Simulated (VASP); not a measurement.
# NaCl (Fm-3m) in VASP: a series of runs

The runs below take NaCl through band structure, with PBE, HSE06, PBE0.

Program: VASP 6.6.1. These are calculated values, not measurements. Logs are shortened: lines on timing, memory, paths and dates and some standing lists are left out, and cuts for length are marked.

**1. Starting point**

Symmetry: Fm-3m, No. 225, cubic system. Conventional cell: a = 5.608 Å, b = 5.608 Å, c = 5.608 Å, α = 90.00°, β = 90.00°, γ = 90.00°. Na (site symmetry m-3m) is surrounded by 6 Cl at 2.80 Å. Around Cl (site symmetry m-3m) lie 6 Na at 2.80 Å.

**2. Band structure, PBE**

INCAR

```
ALGO = Normal
EDIFF = 1E-6
ENCUT = 520
GGA = PE
ISIF = 2
ISMEAR = 0
KPAR = 4
LASPH = True
LCHARG = False
LREAL = False
LWAVE = False
NBANDS = 14
NELM = 80
PREC = Accurate
SIGMA = 0.03
```

KPOINTS

```
k-points
0
Gamma
  6 6 6
```

POSCAR

```
NaCl                                    
1.0
   -0.0000000000      2.8038634503      2.8038634503
    2.8038634503      0.0000000000      2.8038634503
    2.8038634503      2.8038634503      0.0000000000
  Na              Cl            
     1     1
Direct
     1.0000000000000000    0.0000000000000000    1.0000000000000000
     0.5000000000000000    0.5000000000000000    0.5000000000000000
```

KPOINTS_OPT

```
explicit points
6
Reciprocal
 0.0000000000  0.0000000000  0.0000000000 1
 0.3750000000  0.3750000000  0.7500000000 1
 0.5000000000  0.5000000000  0.5000000000 1
 0.6250000000  0.2500000000  0.6250000000 1
 0.5000000000  0.2500000000  0.7500000000 1
 0.5000000000  0.0000000000  0.5000000000 1
```

Potentials or basis: VASP PAW PBE potentials, release 64 (Na_pv, Cl).

The run is started by

```sh
cat potpaw_PBE.64/Na_pv/POTCAR potpaw_PBE.64/Cl/POTCAR > POTCAR
mpirun -np 4 vasp_std > vasp.out
```

OUTCAR:

```text
EDIFF = 1E-6
   ENCUT = 520
   GGA = PE
   ISIF = 2
   ISMEAR = 0
   LASPH = True
   LREAL = False
   NELM = 80
   PREC = Accurate

 ion  position               nearest neighbor table
   1  0.000  0.000  0.000-
   2  0.500  0.500  0.500-

  LATTYP: Found a face centered cubic cell.
 ALAT       =     5.6077269006

  Lattice vectors:

 A1 = (   0.0000000000,   2.8038634503,   2.8038634503)
 A2 = (   2.8038634503,   0.0000000000,   2.8038634503)
 A3 = (   2.8038634503,   2.8038634503,   0.0000000000)

Analysis of symmetry for initial positions (statically):
=====================================================================
 Subroutine PRICEL returns:
 Original cell was already a primitive cell.

 Routine SETGRP: Setting up the symmetry group for a
 face centered cubic supercell.

 Subroutine GETGRP returns: Found 48 space group operations
 (whereof 48 operations were pure point group operations)
 out of a pool of 48 trial point group operations.

The static configuration has the point symmetry O_h .

Analysis of symmetry for dynamics (positions and initial velocities):
=====================================================================
 Subroutine PRICEL returns:
 Original cell was already a primitive cell.

 Routine SETGRP: Setting up the symmetry group for a
 face centered cubic supercell.

 Subroutine GETGRP returns: Found 48 space group operations
 (whereof 48 operations were pure point group operations)
 out of a pool of 48 trial point group operations.

The dynamic configuration has the point symmetry O_h .

 Subroutine INISYM returns: Found 48 space group operations
 (whereof 48 operations are pure point group operations),
 and found     1 'primitive' translations

----------------------------------------------------------------------------------------

                                     Primitive cell

  volume of cell :      44.0860

  direct lattice vectors                    reciprocal lattice vectors
     0.000000000  2.803863450  2.803863450    -0.178325375  0.178325375  0.178325375
     2.803863450  0.000000000  2.803863450     0.178325375 -0.178325375  0.178325375
     2.803863450  2.803863450  0.000000000     0.178325375  0.178325375 -0.178325375

  length of vectors
     3.965261718  3.965261718  3.965261718     0.308868609  0.308868609  0.308868609

  position of ions in fractional coordinates (direct lattice)
     0.000000000  0.000000000  0.000000000
     0.500000000  0.500000000  0.500000000

  ion indices of the primitive-cell ions
   primitive index   ion index
                 1           1
                 2           2

----------------------------------------------------------------------------------------

 KPOINTS: k-points

Automatic generation of k-mesh.
 Grid dimensions read from file:
 generate k-points for:    6    6    6

 Generating k-lattice:

  Cartesian coordinates                     Fractional coordinates (reciprocal lattice)
    -0.029720896  0.029720896  0.029720896     0.166666667  0.000000000  0.000000000
     0.029720896 -0.029720896  0.029720896     0.000000000  0.166666667  0.000000000
     0.029720896  0.029720896 -0.029720896     0.000000000  0.000000000  0.166666667

  Length of vectors
     0.051478102  0.051478102  0.051478102

  Shift w.r.t. Gamma in fractional coordinates (k-lattice)
     0.000000000  0.000000000  0.000000000

 Subroutine IBZKPT returns following result:
 ===========================================

 Found     16 irreducible k-points:

 Following reciprocal coordinates:
            Coordinates               Weight
  0.000000  0.000000  0.000000      1.000000
  0.166667  0.000000  0.000000      8.000000
  0.333333  0.000000  0.000000      8.000000
  0.500000  0.000000  0.000000      4.000000
  0.166667  0.166667  0.000000      6.000000
  0.333333  0.166667  0.000000     24.000000
[... 8 lines left out ...]
 -0.333333  0.333333  0.166667     24.000000
 -0.333333  0.500000  0.166667     12.000000
   k-points           NKPTS =     16   k-points in BZ     NKDIM =     16   number of bands    NBANDS=     14
   number of dos      NEDOS =    301   number of ions     NIONS =      2
   total plane-waves  NPLWV =  27000
   dimension x,y,z NGX =    30 NGY =   30 NGZ =   30
   dimension x,y,z NGXF=    60 NGYF=   60 NGZF=   60
   ions per type =               1   1
   NGX,Y,Z   is equivalent  to a cutoff of  12.58, 12.58, 12.58 a.u.
   NGXF,Y,Z  is equivalent  to a cutoff of  25.16, 25.16, 25.16 a.u.
 SYSTEM =  unknown system
   PREC   = accura    normal or accurate (medium, high low for compatibility)
   ISTART =      0    job   : 0-new  1-cont  2-samecut
   ICHARG =      2    charge: 1-file 2-atom 10-const
   ISPIN  =      1    spin polarized calculation?
   LNONCOLLINEAR =      F non collinear calculations
   LSORBIT =      F    spin-orbit coupling
   LASPH  =      T    aspherical Exc in radial PAW
   ENCUT  =  520.0 eV  38.22 Ry    6.18 a.u.   7.37  7.37  7.37*2*pi/ulx,y,z
   NELM   =     80;   NELMIN=  2; NELMDL= -5     # of ELM steps
   EDIFF  = 0.1E-05   stopping-criterion for ELM
   LREAL  =      F    real-space projection
   EDIFFG = 0.1E-04   stopping-criterion for IOM
   NSW    =      0    number of steps for IOM
   IBRION =     -1    ionic relax: 0-MD 1-quasi-New 2-CG
   NFREE  =      0    steps in history (QN), initial steepest desc. (CG)
   ISIF   =      2    stress and relaxation
   ISYM   =      2    0-nonsym 1-usesym 2-fastsym
   POTIM  = 0.5000    time-step for ionic-motion
   TEBEG  =    0.0;   TEEND  =   0.0 temperature during run
   PSTRESS=    0.0 pullay stress
   NELECT =      14.0000    total number of electrons
   NUPDOWN=      -1.0000    fix difference up-down
   EMIN   =  10.00;   EMAX   =-10.00  energy-range for DOS
   EFERMI =   0.00;   METHOD = LEGACY
   ISMEAR =     0;   SIGMA  =   0.03  broadening in eV -4-tet -1-fermi 0-gaus
   EFERMI_NEDOS =   21; number of points for ismear=-14 and -15
   IALGO  =     38    algorithm
   IMIX   =      4    mixing-type and parameters
     AMIX     =   0.40;   BMIX     =  1.00
     AMIX_MAG =   1.60;   BMIX_MAG =  1.00
  volume/ion in A,a.u.               =      22.04       148.75
  Fermi-wavevector in a.u.,A,eV,Ry     =   1.116908  2.110650 16.973037  1.247483
  Thomas-Fermi vector in A             =   2.253526
   LORBIT       =      0    0 simple, 1 ext, 2 COOP (PROOUT), +10 PAW based schemes
   GGA     = PE    functional components
   LHFCALC =     F    Hartree Fock is set to
   AEXX    =    0.0000 exact exchange contribution
   IVDW    =     0    specifies the selected vdW correction
   LEPSILON=     F    determine dielectric tensor
   LRPA    =     F    only Hartree local field effects (RPA)
 non-spin polarized calculation
 Gauss-broadening in eV      SIGMA  =   0.03
  energy-cutoff  :      520.00
  volume of cell :       44.09
 maximum number of plane-waves:      1243
 NGX is ok and might be reduce to    30
   NGX = 15   NGY = 15   NGZ = 15

 number of electron      14.0000003 magnetization

 Free energy of the ion-electron system (eV)
  ---------------------------------------------------
  ext. energy  EPLUGINS =         0.00000000
  ---------------------------------------------------
  free energy    TOTEN  =        -6.76984036 eV

  energy without entropy =       -6.76984036  energy(sigma->0) =       -6.76984036

 E-fermi :  -0.5058     XC(G=0):  -8.2401

 val. band max:       -0.6311053829   @ k =   0.0000   0.0000   0.0000
 cond. band min:       4.5432689360   @ k =   0.0000   0.0000   0.0000
 fundamental gap:      5.1743743189
 Fermi energy:        -0.5058163148

 k-point     1 :       0.0000    0.0000    0.0000
  band No.  band energies     occupation
      1     -21.4169      2.00000
      2     -21.4169      2.00000
      3     -21.4169      2.00000
      4     -13.3291      2.00000
      5      -0.6311      2.00000
      6      -0.6311      2.00000
      7      -0.6311      2.00000
      8       4.5433      0.00000
      9      10.5070      0.00000
     10      10.5070      0.00000
     11      10.5070      0.00000
     12      12.6902      0.00000
     13      12.6902      0.00000
     14      14.3249      0.00000

 k-point     2 :       0.1667    0.0000    0.0000
  band No.  band energies     occupation
      1     -21.4249      2.00000
      2     -21.4175      2.00000
      3     -21.4175      2.00000
      4     -13.2443      2.00000
      5      -1.2472      2.00000
      6      -0.7026      2.00000
      7      -0.7026      2.00000
      8       5.3661      0.00000
      9       9.7230      0.00000
     10      10.7966      0.00000
     11      10.7966      0.00000
     12      12.3752      0.00000
     13      12.3752      0.00000
     14      15.4444      0.00000

 k-point     3 :       0.3333    0.0000    0.0000
  band No.  band energies     occupation
      1     -21.4407      2.00000
      2     -21.4186      2.00000
      3     -21.4186      2.00000
      4     -13.0671      2.00000
      5      -2.2020      2.00000
      6      -0.8389      2.00000
      7      -0.8389      2.00000
      8       6.4740      0.00000
      9       9.5346      0.00000
     10      10.6157      0.00000
     11      10.6157      0.00000
     12      13.4785      0.00000
     13      13.4785      0.00000
     14      14.7301      0.00000
[... 188 lines left out ...]
 k-point    15 :      -0.3333    0.3333    0.1667
  band No.  band energies     occupation
      1     -21.4384      2.00000
      2     -21.4288      2.00000
      3     -21.4235      2.00000
      4     -12.9246      2.00000
      5      -2.1395      2.00000
      6      -1.6402      2.00000
      7      -1.1785      2.00000
      8       8.3316      0.00000
      9       8.5919      0.00000
     10       9.4065      0.00000
     11      11.3176      0.00000
     12      13.6912      0.00000
     13      15.1332      0.00000
     14      16.1286      0.00000

 k-point    16 :      -0.3333    0.5000    0.1667
  band No.  band energies     occupation
      1     -21.4352      2.00000
      2     -21.4288      2.00000
      3     -21.4273      2.00000
      4     -12.9123      2.00000
      5      -2.1035      2.00000
      6      -1.5659      2.00000
      7      -1.3662      2.00000
      8       7.8187      0.00000
      9       8.2809      0.00000
     10       9.9582      0.00000
     11      11.5348      0.00000
     12      14.7104      0.00000
     13      15.7124      0.00000
     14      15.8227      0.00000

------------------------ aborting loop because EDIFF is reached ----------------------------------------

  FORCE on cell =-STRESS in cart. coord.  units (eV):
  Direction    XX          YY          ZZ          XY          YZ          ZX
  --------------------------------------------------------------------------------------
  -------------------------------------------------------------------------------------
  Total        0.3324676      0.3324676      0.3324676      0.0000000      0.0000000      0.0000000
  in kB       12.0825692     12.0825692     12.0825692      0.0000000      0.0000000      0.0000000
  external PRESSURE =      12.0825692 kB  Pullay stress =       0.0000000 kB

 VOLUME and BASIS-vectors are now :
 -----------------------------------------------------------------------------
  energy-cutoff  :      520.00
  volume of cell :       44.09
      direct lattice vectors                 reciprocal lattice vectors
     0.000000000  2.803863450  2.803863450    -0.178325375  0.178325375  0.178325375
     2.803863450  0.000000000  2.803863450     0.178325375 -0.178325375  0.178325375
     2.803863450  2.803863450  0.000000000     0.178325375  0.178325375 -0.178325375

 POSITION                                       TOTAL-FORCE (eV/Angst)
 -----------------------------------------------------------------------------------
      0.00000      0.00000      0.00000        -0.000000      0.000000      0.000000
      2.80386      2.80386      2.80386         0.000000     -0.000000     -0.000000
 -----------------------------------------------------------------------------------
    total drift:                               -0.000000      0.000000      0.000000

  FREE ENERGIE OF THE ION-ELECTRON SYSTEM (eV)
  ---------------------------------------------------
  free  energy   TOTEN  =        -6.7698403560 eV

  energy  without entropy=       -6.7698403560  energy(sigma->0) =       -6.76984036
```

Run time: 3.2 s. Hardware: 4 MPI ranks of AMD EPYC 9R45 (Zen 5), shared host; peak memory 0.14 GiB.

Results:

```yaml
Free_energy: -6.7698 eV
Pressure: 1.2 GPa
Band_gap_on_the_k_mesh: 5.17 eV, direct
Band_gap_along_the_path: 5.17 eV, direct
```

Levels at points of the mesh, in eV from the valence-band top:
| k point | band 4 | band 5 | band 6 | band 7 | band 8 | band 9 | band 10 | band 11 |
| --- | --- | --- | --- | --- | --- | --- | --- | --- |
| (0.00, 0.00, 0.00) | -12.70 | 0.00 | 0.00 | 0.00 | 5.17 | 11.14 | 11.14 | 11.14 |
| (0.50, 0.00, 0.00) | -12.34 | -1.98 | -0.27 | -0.27 | 7.30 | 10.77 | 11.02 | 11.02 |
| (0.50, 0.50, 0.00) | -12.29 | -1.70 | -0.61 | -0.61 | 7.59 | 8.06 | 11.44 | 14.93 |

**3. Band structure, HSE06**

POSCAR is that of step 2.

INCAR.step1

```
ALGO = Normal
EDIFF = 1E-5
ENCUT = 520
GGA = PE
ISIF = 2
ISMEAR = 0
KPAR = 4
LASPH = True
LCHARG = False
LREAL = False
LWAVE = True
NBANDS = 14
NELM = 80
PREC = Accurate
SIGMA = 0.03
```

INCAR.step2

```
ALGO = Normal
EDIFF = 1E-6
ENCUT = 520
GGA = PE
HFSCREEN = 0.2
ISIF = 2
ISMEAR = 0
ISTART = 1
KPAR = 4
LASPH = True
LCHARG = False
LHFCALC = True
LREAL = False
LWAVE = False
NBANDS = 14
NELM = 80
PREC = Accurate
PRECFOCK = Fast
SIGMA = 0.03
```

KPOINTS is that of step 2.

KPOINTS_OPT is that of step 2.

Potentials or basis: VASP PAW PBE potentials, release 64 (Na_pv, Cl).

The run is started by

```sh
cat potpaw_PBE.64/Na_pv/POTCAR potpaw_PBE.64/Cl/POTCAR > POTCAR
cp INCAR.step1 INCAR
mpirun -np 4 vasp_std > vasp.out
cp INCAR.step2 INCAR
mpirun -np 4 vasp_std > vasp.out
```

Wall time 3.1 min (4 MPI ranks of AMD EPYC 9R45 (Zen 5), shared host); peak memory 0.26 GiB.

Results (log left out):

```yaml
Free_energy: -7.8927 eV
Pressure: 0.7 GPa
Band_gap_on_the_k_mesh: 6.57 eV, direct
Band_gap_along_the_path: 6.57 eV, direct
```

Levels at points of the mesh, in eV from the valence-band top:
```csv
k point,band 5,band 6,band 7,band 8,band 9,band 10
"(0.00, 0.00, 0.00)",0.00,0.00,0.00,6.57,12.66,12.66
"(0.50, 0.00, 0.00)",-2.10,-0.29,-0.29,8.68,12.41,12.57
"(0.50, 0.50, 0.00)",-1.83,-0.66,-0.66,9.07,9.42,13.05
```

Caveat: the PAW data sets were made with another functional, which shifts forces and pressure a little.

**4. Band structure, PBE0**

POSCAR is that of step 3.

INCAR.step1 is that of step 3.

INCAR.step2, as its differences from that of step 3:

```diff
@@ -1 +1,2 @@
+AEXX = 0.25
 ALGO = Normal
@@ -4,3 +5,3 @@
 GGA = PE
-HFSCREEN = 0.2
+HFRCUT = -1
 ISIF = 2
```

KPOINTS is that of step 3.

KPOINTS_OPT is that of step 3.

The run is started by

```sh
cat potpaw_PBE.64/Na_pv/POTCAR potpaw_PBE.64/Cl/POTCAR > POTCAR
cp INCAR.step1 INCAR
mpirun -np 4 vasp_std > vasp.out
cp INCAR.step2 INCAR
mpirun -np 4 vasp_std > vasp.out
```

Run time: 2.8 min. Hardware: 4 MPI ranks of AMD EPYC 9R45 (Zen 5), shared host; peak memory 0.18 GiB.

The run converged. Its results:

* Free energy: -8.3929 eV
* Pressure: 0.6 GPa
* Band gap on the k mesh: 7.27 eV, direct
* Band gap along the path: 7.27 eV, direct

Levels at points of the mesh, in eV from the valence-band top:
```tsv
k point	band 5	band 6	band 7	band 8	band 9	band 10
(0.00, 0.00, 0.00)	0.00	0.00	0.00	7.27	13.40	13.40
(0.50, 0.00, 0.00)	-2.13	-0.30	-0.30	9.39	13.15	13.31
(0.50, 0.50, 0.00)	-1.86	-0.67	-0.67	9.80	10.13	13.77
```

Caveat: the PAW data sets were made with another functional, which shifts forces and pressure a little.

**5. Overview**

| level | screening parameter | exchange at q = 0 | gap on the mesh (eV) | pressure (GPa) |
| --- | --- | --- | --- | --- |
| PBE | - | - | 5.17 | 1.2 |
| HSE06 | 0.2 1/A | - | 6.57 | 0.7 |
| PBE0 | - | truncated | 7.27 | 0.6 |

Alike in all rows: task band structure; potentials or basis VASP PAW PBE potentials, release 64 (Na_pv, Cl); no spin polarisation; cell as given; k mesh 6 × 6 × 6; cutoff (eV) 520; smearing gaussian 0.03 eV.

On the cell as given the gap runs from 5.17 eV (PBE) to 7.27 eV (PBE0). The pressure there spans 0.6 GPa (PBE0) to 1.2 GPa (PBE); a positive pressure means that this level wants a larger cell, a negative one a smaller.

Caveats: the PAW data sets were made with another functional, which shifts forces and pressure a little (some runs).

Absolute energies hang on the potentials; compare differences alone.
